**Q:** This table ranks platinum crystals relaxed with the PBE functional. The second row is double hcp and the fourth is hcp, at 29 and 57 meV/atom over fcc. Is the factor of two an accident?

Platinum crystals computed with Ansatz 0.2.0 using scalar-relativistic PBE and PAW, without spin polarization or a dispersion correction, at a plane-wave cutoff of 420 eV and a Gaussian smearing of 0.1 eV. Cell and atoms were relaxed, keeping the symmetry of the starting structure; energies are extrapolated to zero smearing.

| space group number | found from | atoms in cell | volume per atom (Å³) | closest atoms (Å) | energy over the lowest form listed (meV/atom) |
| --- | --- | --- | --- | --- | --- |
| 225 | database cell | 1 | 15.64 | 2.810 | 0 |
| 194 | swapped species | 4 | 15.69 | 2.780 | 29 |
| 166 | swapped species | 3 | 15.71 | 2.780 | 39 |
| 194 | database cell | 2 | 15.75 | 2.760 | 57 |
| 166 | swapped species | 4 | 16.02 | 2.620 | 66 |
| 69 | swapped species | 2 | 16.30 | 2.620 | 68 |
| 194 | swapped species | 8 | 16.26 | 2.630 | 71 |
| 166 | swapped species | 2 | 16.25 | 2.620 | 76 |
| 194 | swapped species | 4 | 16.25 | 2.620 | 77 |
| 229 | database cell | 1 | 15.83 | 2.740 | 98 |
| 65 | swapped species | 3 | 16.38 | 2.640 | 108 |
| 63 | swapped species | 2 | 16.35 | 2.690 | 119 |
| 191 | swapped species | 1 | 16.84 | 2.690 | 123 |
| 191 | swapped species | 3 | 16.03 | 2.620 | 150 |
| 223 | swapped species | 8 | 16.22 | 2.530 | 256 |
| 141 | swapped species | 2 | 17.15 | 2.610 | 293 |
| 42 | swapped species | 5 | 18.36 | 2.590 | 429 |
| 194 | swapped species | 2 | 18.72 | 2.660 | 437 |
| 166 | swapped species | 12 | 21.43 | 2.500 | 659 |
| 221 | decorated net | 7 | 19.86 | 2.590 | 778 |
| 194 | swapped species | 4 | 20.78 | 2.520 | 927 |
| 227 | swapped species | 2 | 24.07 | 2.500 | 1075 |

**A:** No. Both are stacks of dense triangular layers, each resting in the hollows of the one below. Take any layer and look at its two neighbours. In fcc they occupy different positions, while in hcp they lie exactly over each other; call a layer with such neighbours hexagonal. All layers of hcp are hexagonal and half of those in double hcp are, so double hcp pays half the price.

**Q:** Why should the cost simply add up?

**A:** Compare the stack with an Ising chain, a row of spins that feel only their nearest neighbours. Each new layer shifts in one of two directions, like a spin pointing up or down, and a hexagonal layer is a place where two successive shifts differ. If only that matters, the energy is linear in the fraction of hexagonal layers. The analogy holds as long as every layer rests in hollows, since a layer placed straight on top of another has no shift direction.

The third row, the samarium type, tests the rule. Two of its three layers are hexagonal, so a line drawn through fcc and hcp alone predicts 38 meV/atom, and the calculation gives 39. The energies are good to about 4 meV/atom, so the match supports the rule but can't reveal finer effects.

**Q:** Every atom in these stacks has twelve near neighbours. Why is there a price at all?

**A:** The number of neighbours mainly sets the width of the d band, and that width hardly changes here. Its shape does change, because electrons hopping from atom to atom find different closed paths in the two stackings. Standard band theory says that a nearly full d band, as in platinum, then favours fcc; the table shows the preference but doesn't isolate this cause. The effect is small, about one per cent of a cohesive energy of very roughly 6 eV. Spin-orbit coupling, strong in platinum but left out of the calculation, could shift steps of this size.

**Q:** What happens when a layer doesn't rest in the hollows?

**A:** Follow the one-atom cell of space group 191, which is simple hexagonal. Each atom sits straight above another, so it touches one atom in each adjacent layer instead of three. Its neighbours drop from twelve to eight, yet the energy rises by only 123 meV/atom. Meanwhile the closest contact shrinks from 2.81 Å in fcc to 2.69 Å: the bonds that remain pull tighter, which recovers part of the loss.

**Q:** Can I combine that cost with the stacking rule?

**A:** Try the row at 66 meV/atom. Half of its layers are hexagonal, and one junction in four is on top. Adding the two costs gives ½ × 57 + ¼ × 123 ≈ 59 meV/atom. This row's own energy was not used, so the estimate is a real test, and it comes out about a tenth too low.

The next four rows, from 68 to 77 meV/atom, have half their junctions on top; for three of them I infer this from volume and contact. The same addition puts them near 62, again too low. In the row at 68 the other junctions differ: there the layers rest over the midpoint between two atoms, not in hollows. That adds no visible cost, since this row is the lowest of the four. For the shortfall my guess is strain: layers on top of each other prefer a shorter edge than layers in hollows, but in one crystal they must share the same edge. The output printed below lists the estimates row by row.

**Q:** Fewer neighbours, shorter bonds. Is there a formula for that?

**A:** A simple one balances repulsion against bonding. Let an atom have Z neighbours at distance r, and write its energy as

E = A·Z·exp(−p·r) − B·√Z·exp(−q·r),

where A, B, p and q are positive constants and p is larger than q, so that repulsion fades faster than bonding. Repulsion adds up pair by pair, but bonding follows the band width, which grows only as √Z. Setting the slope with respect to r to zero gives a best distance that rises with the logarithm of Z. Putting that distance back gives a binding energy proportional to a power of Z, with a positive exponent if p exceeds 2q.

**Q:** Does it work?

**A:** For the one length I can test cleanly, yes. I fix the law on fcc, with twelve neighbours, and on diamond, the last row, with four neighbours at 2.50 Å. It then predicts 2.70 Å for eight neighbours, against 2.69 Å in simple hexagonal, which played no part in fixing it.

For energies it fails. With diamond at 1075 meV/atom, the model puts simple hexagonal at about 400 or higher, more than three times the computed value. In the calculation the first four lost neighbours are cheap and the next four are very expensive. A bare count ignores the directions of the bonds and the shape of the d band; I suspect both matter here, but these rows can't separate them.

**Q:** Then why not skip the counting and rank the crystals by density?

**A:** That gives the broad order, because open structures have lost neighbours. It fails when atoms are packed densely but unevenly. The eight-atom cell of group 223, which matches the A15 structure, has 16.22 Å³ per atom and lies at 256 meV/atom. A layered cell with 16.25 Å³ lies at only 77. Among the open forms the order slips too: the twelve-atom cell is roomier than the two rows below it, yet lower in energy.

**Q:** What is wrong with the A15 cell?

**A:** Its closest contact is about 10% shorter than in fcc, although its volume per atom is larger. Some pairs are squeezed while others are stretched, and no single change of volume can relieve both. That uneven spacing is a plausible source of the cost. Band shape adds to it in theory, since A15 suits metals with a d band nearer half full.

**Q:** Is bcc, at 98 meV/atom, the same story?

**A:** In part. It has eight neighbours at 2.74 Å and six more at 3.16 Å, so it is dense without having twelve equal contacts. Band theory again favours it for emptier d bands than platinum's. The relaxation also kept the cubic symmetry, and bcc platinum is known to be mechanically unstable. Read its energy as the height of a saddle point or crest, where the forces vanish but a distortion lowers the energy, not as the cost of a phase that would keep its shape.

**Q:** One last puzzle. The row at 437 meV/atom has two atoms in group 194, exactly like hcp.

**A:** The label fixes the symmetry but leaves the proportions of the cell free. This cell has 18.72 Å³ per atom against 15.75 in hcp, so it can't be the same close packing. Before comparing two rows with the same label, look at their volumes and closest contacts. The "found from" column doesn't describe the final crystal either, and for fcc it is wrong even about the start: that run began from a random cell, not a database cell.

The analysis program printed:

```
Stacking estimates (-1 means not applied) and cost per added volume:
  row  energy_meV  estimate_meV  volume_estimate_A3  meV_per_added_A3
  225           0             0               15.64                 0
  194          29          28.5                15.7               580
  166          39            38               15.71             557.1
  194          57            57               15.75             518.2
  166          66         59.25                  16             173.7
   69          68          61.5               16.24               103
  194          71          61.5               16.24             114.5
  166          76          61.5               16.24             124.6
  194          77          61.5               16.24             126.2
  229          98            -1                  -1             515.8
   65         108            -1                  -1             145.9
   63         119            -1                  -1             167.6
  191         123           123               16.84             102.5
  191         150            -1                  -1             384.6
  223         256            -1                  -1             441.4
  141         293            -1                  -1               194
   42         429            -1                  -1             157.7
  194         437            -1                  -1             141.9
  166         659            -1                  -1             113.8
  221         778            -1                  -1             184.4
  194         927            -1                  -1             180.4
  227        1075            -1                  -1             127.5
layer spacing in fcc [angstrom]: 2.287
layer spacing in dhcp [angstrom]: 2.344
layer spacing in 9R [angstrom]: 2.347
layer spacing in hcp [angstrom]: 2.387
layer spacing in simple hexagonal [angstrom]: 2.687
hcp excess as percent of a rough recalled cohesive energy of 5.8 eV: 0.9828
rank correlation of energy with volume, all rows: 0.8882
A15-like cell above the four-atom layered 194 cell of nearly equal volume [meV/atom]: 179
A15-like closest contact shorter than in fcc [percent]: 9.964
second-neighbour distance in bcc [angstrom]: 3.164
upper two-atom 194 cell above hcp [meV/atom]: 380
contact predicted for eight neighbours [angstrom]: 2.696
lowest energy the neighbour-count model allows for eight neighbours [meV/atom]: 396.8
that energy over the computed simple hexagonal one [ratio]: 3.226
```
